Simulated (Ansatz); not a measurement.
**CuO under changes of volume**

One of the cells (10.163 Å³/atom); the others are scaled copies at fixed shape and fractional positions:

```
Cu O
1.0
     2.34465   -1.71340    0.00000
     2.34465    1.71340    0.00000
    -0.86055    0.00000    5.05944
Cu O
2 2
Direct
  0.00320 0.49680 0.00000
  0.49680 0.00320 0.50000
  0.57140 0.40560 0.25370
  0.40560 0.57140 0.75370
```

- Program: Ansatz 0.2.0
- Functional: PBE
- Potentials or basis: Ansatz NC
- Cutoff: 1252 eV (not typed: the program's choice for these potentials)
- k mesh: 10 × 10 × 5
- Occupations: fermi-dirac, width 0.05 eV
- Spin: no spin polarisation

| volume (Å³/atom) | energy over the lowest point (meV/atom) | pressure (GPa) | largest force (eV/Å) |
| --- | --- | --- | --- |
| 9.553 | ? | ? | ? |
| 9.756 | 30.33 | 14.1 | 0.897 |
| 9.959 | 15.31 | 9.7 | 0.829 |
| 10.163 | 5.61 | 5.7 | 0.766 |
| 10.366 | 0.67 | 2.2 | 0.725 |
| 10.569 | 0.00 | -1.0 | 0.714 |
| 10.772 | 3.14 | -3.8 | 0.709 |

Question: What does the run at 9.553 Å³/atom give?

Answer: Energy over the lowest point 51.28 meV/atom; pressure 19.1 GPa; largest force 0.970 eV/Å.

Worked out: A Birch-Murnaghan fit of order 3 (a polynomial in V^(-2/3)) to the other rows has its minimum at 10.50 Å³/atom with B0 = V·E''(V) = 161 GPa and B' = 4.7 at fixed shape and positions, which overstates the stiffness. It gives 51.27 meV/atom at 9.553 Å³/atom, against the run's 51.28, and -dE/dV = 19.1 GPa, against 19.1.

Energies are extrapolated to zero smearing.

Caveats: the run has no spin polarisation, though such a crystal can be magnetic.
